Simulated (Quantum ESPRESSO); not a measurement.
# black phosphorene, 1 layer, stepped through strain along the second axis, part 2 of 6

Aim: how the results for black phosphorene, 1 layer change with strain along the second axis.

Quantum ESPRESSO 7.5; plane-wave DFT, PBE, GBRV ultrasoft pseudopotentials.

So far. Step 2 (Variable-cell relaxation of the reference):  The last row is no step: it is a fresh SCF in the final cell with a new plane-wave basis, -0 meV from the row before.

## Step 3: Relaxing the ions, -4 %

The input, m0.relax.in:

```
&control
  prefix = 'm0.relax'
  outdir = './out'
  pseudo_dir = './pseudo'
  nstep = 40
  forc_conv_thr = 0.0003
  calculation = 'relax'
  tstress = .true.
/
&system
  ibrav = 0
  nat = 4
  ntyp = 1
  ecutwfc = 50
  ecutrho = 250
  occupations = 'smearing'
  smearing = 'fd'
  degauss = 0.002
/
&electrons
  conv_thr = 1e-09
  mixing_beta = 0.4
  electron_maxstep = 120
  mixing_mode = 'plain'
/
&ions
/
ATOMIC_SPECIES
  P   30.9738  p_pbe_v1.5.uspp.F.UPF
CELL_PARAMETERS angstrom
  4.62062627700000 0.00000000000000 0.00000000000000
  0.00000000000000 3.16937588448000 0.00000000000000
  0.00000000000000 0.00000000000000 17.24000000000000
ATOMIC_POSITIONS crystal
  P   0.088876791600 0.000000000000 0.438878701600
  P   0.411439913100 0.500000000000 0.438883251500
  P   0.588560086900 0.500000000000 0.561116748500
  P   0.911123208400 0.000000000000 0.561121298400
K_POINTS automatic
  8 10 1 0 0 0
```

The run is started by

```
$ OMP_NUM_THREADS=1 mpirun -n 4 pw.x -nk 4 -in m0.relax.in > m0.relax.out
```

Log:

```text
[banner, memory and clock lines left out]
Program PWSCF v.7.5 starts
[citation notice left out]

[...]
Message from routine setup:
[...]
bravais-lattice index     =            0
     lattice parameter (alat)  =       8.7317  a.u.
     unit-cell volume          =    1703.7601 (a.u.)^3
     number of atoms/cell      =            4
     number of atomic types    =            1
     number of electrons       =        20.00
     number of Kohn-Sham states=           14
     kinetic-energy cutoff     =      50.0000  Ry
     charge density cutoff     =     250.0000  Ry
     scf convergence threshold =      1.0E-09
     mixing beta               =       0.4000
     number of iterations used =            8  plain     mixing
     energy convergence thresh.=      1.0E-04
     force convergence thresh. =      3.0E-04
     Exchange-correlation=  SLA  PW   PBX  PBC
                           (   1   4   3   4   0   0   0)
     nstep                     =           40

[...]
PseudoPot. # 1 for P  read from file:
     ./pseudo/p_pbe_v1.5.uspp.F.UPF
     Pseudo is Ultrasoft + core correction, Zval =  5.0
     Generated by new atomic code, or converted to UPF format
     Using radial grid of  903 points,  6 beta functions with:
                l(1) =   0
                l(2) =   0
                l(3) =   1
                l(4) =   1
                l(5) =   2
                l(6) =   2
     Q(r) pseudized with  8 coefficients,  rinner =    1.300   1.300   1.300
                                                       1.300   1.300

     atomic species   valence    mass     pseudopotential
     P                 5.00    30.97380     P ( 1.00)

      4 Sym. Ops., with inversion, found

[...]
number of k points=    30  Fermi-Dirac smearing, width (Ry)=  0.0020
[...]
Dense  grid:   113691 G-vectors     FFT dimensions: (  45,  32, 180)

     Smooth grid:    81415 G-vectors     FFT dimensions: (  40,  27, 150)

     Initial potential from superposition of free atoms

     starting charge      19.9994, renormalised to      20.0000

     negative rho (up, down):  7.109E-05 0.000E+00
     Starting wfcs are   16 randomized atomic wfcs

     per-process dynamical memory:    85.6 Mb

     Self-consistent Calculation

     iteration #  1     ecut=    50.00 Ry     beta= 0.40
     Davidson diagonalization with overlap
     ethr =  1.00E-02,  avg # of iterations =  3.2

     Threshold (ethr) on eigenvalues was too large:
     Diagonalizing with lowered threshold

     Davidson diagonalization with overlap
     ethr =  3.34E-04,  avg # of iterations =  2.9

     negative rho (up, down):  9.126E-06 0.000E+00

     total energy              =     -62.05957377 Ry
     estimated scf accuracy    <       0.07022086 Ry

     iteration #  2     ecut=    50.00 Ry     beta= 0.40
[...]
negative rho (up, down):  5.961E-05 0.000E+00

[...]
total energy              =     -62.05658795 Ry
     estimated scf accuracy    <       0.02004387 Ry

     iteration #  3     ecut=    50.00 Ry     beta= 0.40
[...]
negative rho (up, down):  7.995E-05 0.000E+00

[...]
total energy              =     -62.05819647 Ry
     estimated scf accuracy    <       0.00083224 Ry

     iteration #  4     ecut=    50.00 Ry     beta= 0.40
[...]
negative rho (up, down):  9.509E-05 0.000E+00

[...]
total energy              =     -62.05850271 Ry
     estimated scf accuracy    <       0.00034082 Ry

     iteration #  5     ecut=    50.00 Ry     beta= 0.40
[...]
negative rho (up, down):  1.045E-04 0.000E+00

[...]
total energy              =     -62.05857817 Ry
     estimated scf accuracy    <       0.00004355 Ry

     iteration #  6     ecut=    50.00 Ry     beta= 0.40
[...]
negative rho (up, down):  1.102E-04 0.000E+00

[...]
total energy              =     -62.05862790 Ry
     estimated scf accuracy    <       0.00000237 Ry

     iteration #  7     ecut=    50.00 Ry     beta= 0.40
[...]
negative rho (up, down):  1.139E-04 0.000E+00

[...]
total energy              =     -62.05862997 Ry
     estimated scf accuracy    <       0.00000042 Ry

     iteration #  8     ecut=    50.00 Ry     beta= 0.40
[...]
negative rho (up, down):  1.161E-04 0.000E+00

[...]
total energy              =     -62.05863008 Ry
     estimated scf accuracy    <       0.00000021 Ry

     iteration #  9     ecut=    50.00 Ry     beta= 0.40
[...]
negative rho (up, down):  1.175E-04 0.000E+00

[...]
total energy              =     -62.05863010 Ry
     estimated scf accuracy    <       0.00000002 Ry

     iteration # 10     ecut=    50.00 Ry     beta= 0.40
[...]
negative rho (up, down):  1.196E-04 0.000E+00

[...]
End of self-consistent calculation

          k = 0.0000 0.0000 0.0000 ( 10171 PWs)   bands (ev):

   -16.6827 -14.2888 -10.5946  -7.3140  -6.1691  -6.1340  -4.3036  -3.2932
    -2.7867  -1.4105  -0.7383   0.7269   1.9087   2.4112

          k = 0.0000 0.1458 0.0000 ( 10141 PWs)   bands (ev):

   -16.5516 -14.1533 -10.6018  -7.2123  -6.1885  -6.0171  -5.1322  -3.6255
    -3.2262  -1.3951  -0.6147   1.6444   1.8527   2.9314

[...]
the Fermi energy is    -1.0541 ev

!    total energy              =     -62.05863012 Ry
     estimated scf accuracy    <          4.3E-10 Ry
     smearing contrib. (-TS)   =      -0.00000001 Ry
     internal energy E=F+TS    =     -62.05863011 Ry

     The total energy is F=E-TS. E is the sum of the following terms:
     one-electron contribution =    -291.02614162 Ry
     hartree contribution      =     149.17684625 Ry
     xc contribution           =     -23.68658920 Ry
     ewald contribution        =     103.47725447 Ry

     convergence has been achieved in  10 iterations

     negative rho (up, down):  1.196E-04 0.000E+00

     Forces acting on atoms (cartesian axes, Ry/au):

     atom    1 type  1   force =    -0.00931559    0.00000000   -0.00204297
     atom    2 type  1   force =     0.00898709    0.00000000   -0.00207480
     atom    3 type  1   force =    -0.00898709    0.00000000    0.00207480
     atom    4 type  1   force =     0.00931559    0.00000000    0.00204297

     Total force =     0.018763     Total SCF correction =     0.000036

     Computing stress (Cartesian axis) and pressure

     negative rho (up, down):  1.196E-04 0.000E+00
          total   stress  (Ry/bohr**3)                   (kbar)     P=       13.32
   0.00006160   0.00000000   0.00000078            9.06        0.00        0.11
   0.00000000   0.00020044   0.00000000            0.00       29.49        0.00
   0.00000078   0.00000000   0.00000957            0.11        0.00        1.41

     BFGS Geometry Optimization
     Energy error            =      3.5E-04 Ry
     Gradient error          =      9.3E-03 Ry/Bohr

     number of scf cycles    =   1
     number of bfgs steps    =   0

     energy             new  =     -62.0586301199 Ry

     new trust radius        =       0.0095369735 bohr
     new conv_thr            =       0.0000000010 Ry

ATOMIC_POSITIONS (crystal)
P                0.0878099242        0.0000000000        0.4388159932
P                0.4124691592        0.5000000000        0.4388195662
P                0.5875308408        0.5000000000        0.5611804338
P                0.9121900758        0.0000000000        0.5611840068

[...]
NEW-OLD atomic charge density approx. for the potential

     negative rho (up, down):  1.199E-04 0.000E+00

     per-process dynamical memory:    92.1 Mb

[...]
!    total energy              =     -62.05889588 Ry
[...]
Total force =     0.009795     Total SCF correction =     0.000021
[...]
number of bfgs steps    =   1
[...]
energy             new  =     -62.0588958765 Ry
[...]
new trust radius        =       0.0104906708 bohr
[...]
!    total energy              =     -62.05900477 Ry
[...]
Total force =     0.002630     Total SCF correction =     0.000001
[...]
number of bfgs steps    =   2
[...]
energy             new  =     -62.0590047671 Ry
[...]
new trust radius        =       0.0019314418 bohr
[...]
!    total energy              =     -62.05901156 Ry
[...]
Total force =     0.001810     Total SCF correction =     0.000006
[...]
number of bfgs steps    =   3
[...]
energy             new  =     -62.0590115634 Ry
[...]
new trust radius        =       0.0021245860 bohr
[...]
Self-consistent Calculation

     iteration #  1     ecut=    50.00 Ry     beta= 0.40
     Davidson diagonalization with overlap
     ethr =  1.00E-06,  avg # of iterations =  2.0

     Threshold (ethr) on eigenvalues was too large:
     Diagonalizing with lowered threshold

     Davidson diagonalization with overlap
     ethr =  3.37E-09,  avg # of iterations =  6.1

     negative rho (up, down):  1.192E-04 0.000E+00

     total energy              =     -62.05901592 Ry
     estimated scf accuracy    <       0.00000048 Ry

[...]
iteration #  7     ecut=    50.00 Ry     beta= 0.40
[...]
negative rho (up, down):  1.194E-04 0.000E+00

[...]
End of self-consistent calculation

          k = 0.0000 0.0000 0.0000 ( 10171 PWs)   bands (ev):

   -16.5991 -14.1901 -10.5837  -7.2632  -6.2028  -6.1325  -4.1795  -3.3220
    -2.6447  -1.4404  -0.7396   0.8262   1.9917   2.4037

          k = 0.0000 0.1458 0.0000 ( 10141 PWs)   bands (ev):

   -16.4682 -14.0547 -10.5900  -7.1611  -6.2190  -6.0154  -5.0107  -3.4911
    -3.2512  -1.4281  -0.6156   1.6357   1.9580   2.9950

[...]
the Fermi energy is    -1.0708 ev

!    total energy              =     -62.05901598 Ry
     estimated scf accuracy    <          2.2E-12 Ry
     smearing contrib. (-TS)   =      -0.00000001 Ry
     internal energy E=F+TS    =     -62.05901597 Ry

     The total energy is F=E-TS. E is the sum of the following terms:
     one-electron contribution =    -290.14892211 Ry
     hartree contribution      =     148.75688151 Ry
     xc contribution           =     -23.66253213 Ry
     ewald contribution        =     102.99555675 Ry

     convergence has been achieved in   7 iterations

     negative rho (up, down):  1.194E-04 0.000E+00

     Forces acting on atoms (cartesian axes, Ry/au):

     atom    1 type  1   force =     0.00015729    0.00000000   -0.00019397
     atom    2 type  1   force =    -0.00029082    0.00000000   -0.00019754
     atom    3 type  1   force =     0.00029082    0.00000000    0.00019754
     atom    4 type  1   force =    -0.00015729    0.00000000    0.00019397

     Total force =     0.000610     Total SCF correction =     0.000004

     Computing stress (Cartesian axis) and pressure

     negative rho (up, down):  1.194E-04 0.000E+00
          total   stress  (Ry/bohr**3)                   (kbar)     P=       10.71
   0.00002981   0.00000000   0.00000031            4.39        0.00        0.05
   0.00000000   0.00018775   0.00000000            0.00       27.62        0.00
   0.00000031   0.00000000   0.00000087            0.05        0.00        0.13

     Energy error            =      4.4E-06 Ry
     Gradient error          =      2.9E-04 Ry/Bohr

     bfgs converged in   5 scf cycles and   4 bfgs steps
     (criteria: energy <  1.0E-04 Ry, force <  3.0E-04 Ry/Bohr)

     End of BFGS Geometry Optimization

     Final energy             =     -62.0590159773 Ry

     File ./out/m0.relax.bfgs deleted, as requested
Begin final coordinates

ATOMIC_POSITIONS (crystal)
P                0.0865829934        0.0000000000        0.4385738094
P                0.4135445781        0.5000000000        0.4385752263
P                0.5864554219        0.5000000000        0.5614247737
P                0.9134170066        0.0000000000        0.5614261906
End final coordinates

[...]
```

It took 2.1 min on 4 MPI ranks of Intel Xeon at 2.70GHz, shared host; peak memory 0.81 GiB.

The steps of the relaxation:

| step | energy less that of the first step (eV) | largest force (eV/Å) |
| --- | --- | --- |
| 1 | 0.0000 | 0.2452 |
| 2 | -0.0036 | 0.1292 |
| 3 | -0.0051 | 0.0341 |
| 4 | -0.0052 | 0.0243 |
| 5 | -0.0053 | 0.0090 |

The atoms that moved most (Å):

| atom | dx | dy | dz | length |
| --- | --- | --- | --- | --- |
| P4 | 0.011 | 0.000 | 0.005 | 0.012 |
| P1 | -0.011 | 0.000 | -0.005 | 0.012 |
| P3 | -0.010 | 0.000 | 0.005 | 0.011 |
| P2 | 0.010 | 0.000 | -0.005 | 0.011 |

The relaxation lowers the energy by 1 meV an atom.

This step gave:

| Property | Result |
| --- | --- |
| free energy | -844.3559 eV |
| Fermi energy | -1.071 eV |

## Step 4: Self-consistent run, -4 %

The self-consistent run of this member.

The input, m0.scf.in:

```
&control
  prefix = 'm0.scf'
  outdir = './out'
  pseudo_dir = './pseudo'
  calculation = 'scf'
  tprnfor = .true.
/
&system
  ibrav = 0
  nat = 4
  ntyp = 1
  ecutwfc = 40
  ecutrho = 200
  occupations = 'smearing'
  smearing = 'fd'
  degauss = 0.002
  nbnd = 14
/
&electrons
  conv_thr = 1e-09
  mixing_beta = 0.4
  electron_maxstep = 120
  mixing_mode = 'plain'
/
ATOMIC_SPECIES
  P   30.9738  p_pbe_v1.5.uspp.F.UPF
CELL_PARAMETERS angstrom
  4.62062627700000 0.00000000000000 0.00000000000000
  0.00000000000000 3.16937588448000 0.00000000000000
  0.00000000000000 0.00000000000000 17.24000000000000
ATOMIC_POSITIONS crystal
  P   0.086582993400 0.000000000000 0.438573809400
  P   0.413544578100 0.500000000000 0.438575226300
  P   0.586455421900 0.500000000000 0.561424773700
  P   0.913417006600 0.000000000000 0.561426190600
K_POINTS automatic
  8 10 1 0 0 0
```

The run is started by

```
$ OMP_NUM_THREADS=1 mpirun -n 4 pw.x -nk 4 -in m0.scf.in > m0.scf.out
```

Log:

```text
[banner, memory and clock lines left out]
Program PWSCF v.7.5 starts
[citation notice left out]

[...]
Message from routine setup:
[...]
bravais-lattice index     =            0
     lattice parameter (alat)  =       8.7317  a.u.
     unit-cell volume          =    1703.7601 (a.u.)^3
     number of atoms/cell      =            4
     number of atomic types    =            1
     number of electrons       =        20.00
     number of Kohn-Sham states=           14
     kinetic-energy cutoff     =      40.0000  Ry
     charge density cutoff     =     200.0000  Ry
     scf convergence threshold =      1.0E-09
     mixing beta               =       0.4000
     number of iterations used =            8  plain     mixing
     Exchange-correlation=  SLA  PW   PBX  PBC
                           (   1   4   3   4   0   0   0)

[...]
PseudoPot. # 1 for P  read from file:
     ./pseudo/p_pbe_v1.5.uspp.F.UPF
     Pseudo is Ultrasoft + core correction, Zval =  5.0
     Generated by new atomic code, or converted to UPF format
     Using radial grid of  903 points,  6 beta functions with:
                l(1) =   0
                l(2) =   0
                l(3) =   1
                l(4) =   1
                l(5) =   2
                l(6) =   2
     Q(r) pseudized with  8 coefficients,  rinner =    1.300   1.300   1.300
                                                       1.300   1.300

     atomic species   valence    mass     pseudopotential
     P                 5.00    30.97380     P ( 1.00)

      4 Sym. Ops., with inversion, found

[...]
number of k points=    30  Fermi-Dirac smearing, width (Ry)=  0.0020
[...]
Dense  grid:    81415 G-vectors     FFT dimensions: (  40,  27, 150)

     Smooth grid:    58149 G-vectors     FFT dimensions: (  36,  25, 135)

     Initial potential from superposition of free atoms

     starting charge      19.9994, renormalised to      20.0000

     negative rho (up, down):  9.828E-05 0.000E+00
     Starting wfcs are   16 randomized atomic wfcs

     per-process dynamical memory:    62.4 Mb

     Self-consistent Calculation

     iteration #  1     ecut=    40.00 Ry     beta= 0.40
     Davidson diagonalization with overlap
     ethr =  1.00E-02,  avg # of iterations =  3.1

     Threshold (ethr) on eigenvalues was too large:
     Diagonalizing with lowered threshold

     Davidson diagonalization with overlap
     ethr =  3.27E-04,  avg # of iterations =  3.1

     negative rho (up, down):  1.600E-04 0.000E+00

     total energy              =     -62.05984951 Ry
     estimated scf accuracy    <       0.06873787 Ry

     iteration #  2     ecut=    40.00 Ry     beta= 0.40
[...]
negative rho (up, down):  2.263E-04 0.000E+00

[...]
total energy              =     -62.05696644 Ry
     estimated scf accuracy    <       0.01963585 Ry

     iteration #  3     ecut=    40.00 Ry     beta= 0.40
[...]
negative rho (up, down):  2.427E-04 0.000E+00

[...]
total energy              =     -62.05849206 Ry
     estimated scf accuracy    <       0.00081257 Ry

     iteration #  4     ecut=    40.00 Ry     beta= 0.40
[...]
negative rho (up, down):  2.539E-04 0.000E+00

[...]
total energy              =     -62.05879591 Ry
     estimated scf accuracy    <       0.00029156 Ry

     iteration #  5     ecut=    40.00 Ry     beta= 0.40
[...]
negative rho (up, down):  2.598E-04 0.000E+00

[...]
total energy              =     -62.05888835 Ry
     estimated scf accuracy    <       0.00003036 Ry

     iteration #  6     ecut=    40.00 Ry     beta= 0.40
[...]
negative rho (up, down):  2.635E-04 0.000E+00

[...]
total energy              =     -62.05892195 Ry
     estimated scf accuracy    <       0.00000280 Ry

     iteration #  7     ecut=    40.00 Ry     beta= 0.40
[...]
negative rho (up, down):  2.662E-04 0.000E+00

[...]
total energy              =     -62.05892385 Ry
     estimated scf accuracy    <       0.00000054 Ry

     iteration #  8     ecut=    40.00 Ry     beta= 0.40
[...]
negative rho (up, down):  2.678E-04 0.000E+00

[...]
total energy              =     -62.05892396 Ry
     estimated scf accuracy    <       0.00000020 Ry

     iteration #  9     ecut=    40.00 Ry     beta= 0.40
[...]
negative rho (up, down):  2.688E-04 0.000E+00

[...]
total energy              =     -62.05892402 Ry
     estimated scf accuracy    <          7.4E-09 Ry

     iteration # 10     ecut=    40.00 Ry     beta= 0.40
[...]
negative rho (up, down):  2.705E-04 0.000E+00

[...]
End of self-consistent calculation

          k = 0.0000 0.0000 0.0000 (  7241 PWs)   bands (ev):

   -16.5992 -14.1902 -10.5837  -7.2632  -6.2027  -6.1326  -4.1795  -3.3220
    -2.6447  -1.4404  -0.7397   0.8262   1.9917   2.4037

          k = 0.0000 0.1458 0.0000 (  7264 PWs)   bands (ev):

   -16.4683 -14.0548 -10.5900  -7.1612  -6.2190  -6.0154  -5.0107  -3.4912
    -3.2512  -1.4280  -0.6157   1.6357   1.9581   2.9951

[...]
the Fermi energy is    -1.0709 ev

!    total energy              =     -62.05892404 Ry
     estimated scf accuracy    <          6.6E-10 Ry
     smearing contrib. (-TS)   =      -0.00000001 Ry
     internal energy E=F+TS    =     -62.05892403 Ry

     The total energy is F=E-TS. E is the sum of the following terms:
     one-electron contribution =    -290.14843130 Ry
     hartree contribution      =     148.75658056 Ry
     xc contribution           =     -23.66263003 Ry
     ewald contribution        =     102.99555673 Ry

     convergence has been achieved in  10 iterations

     negative rho (up, down):  2.705E-04 0.000E+00

     Forces acting on atoms (cartesian axes, Ry/au):

     atom    1 type  1   force =     0.00016001    0.00000000   -0.00019643
     atom    2 type  1   force =    -0.00029227   -0.00000000   -0.00019990
     atom    3 type  1   force =     0.00029227   -0.00000000    0.00019990
     atom    4 type  1   force =    -0.00016001    0.00000000    0.00019643

     Total force =     0.000616     Total SCF correction =     0.000033

[...]
```

The job ended after 21 s (4 MPI ranks; peak memory 0.53 GiB).

Read from the output:

| Property | Result |
| --- | --- |
| free energy | -844.3547 eV |
| valence top, on the run's zero | -1.428 eV |
| conduction bottom, on the run's zero | -0.7397 eV |
| gap by band count | 0.6883 eV |

(Continued in part 3 of 6.)

[Logs are printed without paths, hosts, clocks, repeated set-up lines and the standing remarks that a program may print on its own settings, such as how far it seeks lower states.]

[Hosts, paths, dates, database ids (printed as entryN), source tags and the programs' standing remarks are cut or masked in the printed files.]

[Maps of the electrostatic potential energy from Ansatz leave out the sawtooth potential of an applied field or a dipole correction, so their vacuum need not be flat; planar profiles and work functions include it.]
